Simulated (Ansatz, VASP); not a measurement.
This is a calculation of Ni for Ansatz 0.2.0. 

File input.yaml:

```yaml
crystal:
  lattice:
    - [0.0, 1.737572933, 1.737572933]
    - [1.737572933, 0.0, 1.737572933]
    - [1.737572933, 1.737572933, 0.0]
  atoms:
    - { symbol: Ni, position: [0.0, 0.0, 0.0], spin: 1.0 }
hamiltonian:
  xc: pbesol
  pseudopotentials: { kind: paw }
magnetization:
  spin_polarized: true
kpoints:
  mp_grid: { grid: [13, 13, 13] }
scf:
  occupations: { method: fermi_dirac, width: 0.05 }
output:
  forces: true
  stress: true
  write_density: true
  write_potential: true
  elf: true
  volumetric_format: npy
relax:
  f_tol: 0.01
  max_steps: 40
  cell: { stress_tol: 0.05 }
```

Potentials or basis: Ansatz PAW.

Launch:

```sh
$ ansatz run input.yaml --threads 2 --pin off --max-ram 5632MiB --backend cpu --events-out ev --progress --plain --runs-dir out
```

What does the same run look like in VASP 6.6.1? Potentials or basis there: PBE PAW files Ni, 600 eV.

As run (cutoffs and basis follow the program's own potentials, and thresholds, step limits or extra output files can differ):

INCAR

```
PREC = Accurate ; ENCUT = 600
EDIFF = 1E-6 ; ISMEAR = -1
SIGMA = 0.05 ; LREAL = F
LASPH = T ; NELM = 120
ALGO = Normal ; ISIF = 3
LWAVE = F ; LCHARG = F
ISPIN = 2 ; MAGMOM = 1
LORBIT = 11 ; LMAXMIX = 4
GGA = PS ; IBRION = 2
NSW = 40 ; EDIFFG = -0.02
```

File KPOINTS:

```
regular mesh
0
Gamma
  13 13 13
```

The input POSCAR:

```
Ni
1.0
    0.0000000000      1.7375729330      1.7375729330
    1.7375729330      0.0000000000      1.7375729330
    1.7375729330      1.7375729330      0.0000000000
Ni
1
Direct
    0.0000000000      0.0000000000      0.0000000000
```

Potentials or basis: VASP PAW PBE potentials, release 64 (Ni).

The run is started by

```sh
$ cat potpaw_PBE.64/Ni/POTCAR > POTCAR
$ mpirun -np 1 vasp_std > vasp.out
```

Both were run:

|  | Ansatz | VASP |
| --- | --- | --- |
| Relaxed volume | 10.38 Å³/atom | 10.38 Å³/atom |
| Relaxed cell | a = 2.449 Å, b = 2.449 Å, c = 2.449 Å, α = 60.00°, β = 60.00°, γ = 60.00° | a = 2.448 Å, b = 2.448 Å, c = 2.448 Å, α = 60.00°, β = 60.00°, γ = 60.00° |
| Space group after relaxing | Fm-3m (No. 225) | Fm-3m (No. 225) |
| Pressure after relaxing | 0.0 GPa | 0.0 GPa |
| Net moment | 0.63 μB per cell | 0.62 μB per cell |

Ansatz's pressure holds a Pulay term of +0.06 GPa for its cutoff of 420 eV, which the other run lacks.

The potentials hold 18 and 10 valence electrons a cell.

Ansatz's potentials were made for PBE. VASP's potentials were made for PBE.

Where Ansatz's input types no cutoff or centring, it takes its own default and a Γ-centred mesh.

The magnetic state is the one that the start led to; the real crystal's order can differ.

Pressure is positive in compression.
